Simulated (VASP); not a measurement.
Li2O:

```xyz
3
Lattice="0.0000 2.3269 2.3269 2.3269 0.0000 2.3269 2.3269 2.3269 0.0000" Properties=species:S:1:pos:R:3 pbc="T T T"
Li    3.4903    3.4903    3.4903
Li    1.1634    1.1634    1.1634
O     0.0000    0.0000    0.0000
```

The cell comes from a database or a generator and needn't be the stable form of this composition.

| Item | Value |
| --- | --- |
| Program | VASP 6.6.1 |
| Task | relaxation of cell and atoms |
| Functional | PBE |
| Dispersion | D3(BJ) |
| Potentials or basis | VASP PAW PBE potentials, release 64 (Li_sv, O) |
| Cutoff | 600 eV |
| k mesh | 6 × 6 × 6 |
| Occupations | gaussian, width 0.1 eV |
| Spin | no spin polarisation |

At the start: pressure -6.8 GPa; volume 8.40 Å³/atom.

Question: Where does the relaxation end?

Answer: Over 3 steps the energy falls by 16.2 meV/atom and the volume is 7.71 Å³/atom (-8.2 %); space group Fm-3m (No. 225, to 0.05 Å).

The path:
| step | energy change (eV) | largest force (eV/Å) | pressure (GPa) | volume (Å³) |
| --- | --- | --- | --- | --- |
| 1 | 0.0000 | 0.0000 | -6.78 | 25.20 |
| 2 | -0.0400 | 0.0000 | -3.10 | 23.92 |
| 3 | -0.0486 | 0.0000 | -0.31 | 23.14 |

Final structure:
```xyz
3
Lattice="0.0000 2.2618 2.2618 2.2618 0.0000 2.2618 2.2618 2.2618 0.0000" Properties=species:S:1:pos:R:3 pbc="T T T"
Li    3.3927    3.3927    3.3927
Li    1.1309    1.1309    1.1309
O     0.0000    0.0000    0.0000
```

Caveat: the cutoff is under 1.25 times the usual one of these potentials, so pressure, stress and relaxed cells hold a basis-set (Pulay) error.
